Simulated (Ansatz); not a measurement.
Base system: NaBr in the rock salt structure (space group Fm-3m, No. 225; a = 6.0360 Å). Axes: x, y, z lie along the cube axes.

Method: Kohn–Sham DFT with the PBE functional, run in Ansatz (a program for electronic structure) with PAW and 420 eV plane waves, spin-orbit coupling left out.

Strains are applied to the cell and any free atomic positions relax; under biaxial strain the out-of-plane vector relaxes too.

One change was made to it. Results:

```tsv
quantity	base	after
gap character	direct at Γ	direct at Γ
energy relative to the base (free energy F)	0 meV/atom	+31 meV/atom
band gap	4.07 eV	3.70 eV
```

### Question
Name the change that was made.
A) biaxial strain +0.61 %, plane normal [001], relaxed out of plane
B) isotropic strain +4.97 %
C) biaxial strain +3.71 %, plane normal [111], relaxed out of plane

### Answer
B, isotropic strain +4.97 %. For comparison, the band gap in the other runs: biaxial strain +3.71 %, plane normal [111], relaxed out of plane gives 3.78 eV; biaxial strain +0.61 %, plane normal [001], relaxed out of plane gives 4.04 eV.

Stability against distortions was not tested. Labels are those of the standard path for the cell's own space group.
